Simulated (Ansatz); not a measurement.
The cell is COD entry 9008790, as deposited and not checked against the literature; nothing was relaxed. The listed cell was then made from it by scaling, straining or moving an atom.

An input for CsI: DFT, LDA, all-electron PAW with datasets made for the crystal, scalar-relativistic (Ansatz 0.2.0).

Command: `ansatz run input.yaml --threads 1 --pin off --max-ram 3072MiB --backend cpu --events-out ev --progress --plain --runs-dir out` The run took 7.8 s on 1 thread of Arm Neoverse N1, with other jobs on the host, peak memory 0.46 GiB.

```yaml
crystal:
  lattice:
    - [4.6267950494, 0.0, 0.0]
    - [0.0, 4.6267950494, 0.0]
    - [0.0, 0.0, 4.6267950494]
  atoms:
    - { symbol: Cs, position: [0.0, 0.0, 0.0] }
    - { symbol: I, position: [0.5, 0.5, 0.5] }
kpoints:
  mp_grid: { grid: [7, 7, 7] }
scf:
  occupations: { method: fermi_dirac, width: 0.01 }
hamiltonian:
  xc: lda
  pseudopotentials: { kind: all_electron, datasets: crystal }
output:
  forces: true
  stress: true
  eigenvalues: true
  efg: { contact_densities: true }
```

The results part of the log:

```
SCF 1 converged in 8 iterations: F = -405207.932597 eV  dr2 = 3.96e-8
  Residual-converged pass: ⟨swp⟩=5.0  Hψ=760  notcnv=0  max |occ|·‖R‖ = 4.9e-6 eV (tolerance 5.3e-6 eV)  dr2=4.44e-8  dr2_onsite=3.93e-8  max |Δocc| = 0.0e0
  greatest PAW one-centre occupation: 0.920 electrons in one spin orbital (limit 2), on the Cs atom at site 0 (counted from 0), in its partial waves of l = 0
SCF converged after 8 iterations
Free energy (F): -405207.932597 eV
Harris-Foulkes:  -405207.932597 eV  (|F-HF|=1.78e-8)
Internal energy: -405207.932597 eV  (E = F + TS)
E sigma→0 (E₀):  -405207.932597 eV
Past the cutoff: the bands carry plane waves up to 1.75 times it, of which those up to 1.5 times it add -0.000346 eV an atom, each by itself; the spheres take 0.000058 eV an atom off the energy for waves past 1.75 times it
By the cutoff:   a pressure is off by up to 0.004 GPa (1.2 times the spheres' own share and the shells' term, over an atom's volume, and 0.004 GPa: a bound that held against runs at twice the plane waves)
Past the cutoffs: a stress includes 0.0000 GPa for waves and charges beyond them, in addition to the slope of what the spheres take
In the spheres:  the bands' charges fall short by 4.8e-6 e at most (sound up to 1e-3), those of shells solved beside the bands by 1.8e-7 e (sound up to 5e-4)
Fermi energy:    6.973208 eV
--- Per-component energies (eV) ---
  The terms above E_closure are by the made datasets' own strengths, without shells solved beside the bands.
--- Forces (eV/Å), atoms counted from 1 ---
  atom   1  Cs    -0.00000000    -0.00000000     0.00000000
  atom   2  I      0.00000000     0.00000000    -0.00000000
  max |Σ_I F_I| component: 1.58e-29 eV/Å
--- Stress (GPa, compression-positive) ---
       -1.718877      -0.000000       0.000000
        0.000000      -1.718877       0.000000
        0.000000       0.000000      -1.718877
  P = ⅓ Tr σ = -1.7189 GPa (-17.189 kbar)
  It holds what live shells' own plane waves past their cutoff add
--- PAW observables at the nuclei: V_zz in 10²¹ V/m², potentials from the cell's mean, atoms counted from 1 ---
  atom   1  Cs V_zz =    +0.000000   η = 0.0000   by run symmetry: forbidden
            electrostatic potential = -9368.357436 V   contact ρ = 1892897.843319 e/Å³
  atom   2  I  V_zz =    +0.000000   η = 0.0000   by run symmetry: forbidden
            electrostatic potential = -8882.366497 V   contact ρ = 1597416.449891 e/Å³
--- Band table (eV; the first three rows and the last of 20) ---
  k-point 0: bands = ["-15.1723", "-5.4387", "-1.8074", "-1.8074", "-1.8074", "5.1761", "5.1761", "5.1761", "8.6751", "9.3128"]
  k-point 1: bands = ["-15.1683", "-5.4385", "-1.8401", "-1.7968", "-1.7968", "4.8141", "5.1521", "5.1521", "9.1284", "9.4300"]
  k-point 2: bands = ["-15.1593", "-5.4392", "-1.9064", "-1.7725", "-1.7725", "4.1938", "5.0965", "5.0965", "9.7625", "10.0854"]
  k-point 19: bands = ["-15.1163", "-5.2088", "-2.0459", "-2.0381", "-2.0381", "4.0832", "4.0832", "4.1523", "11.4521", "11.8771"]
```
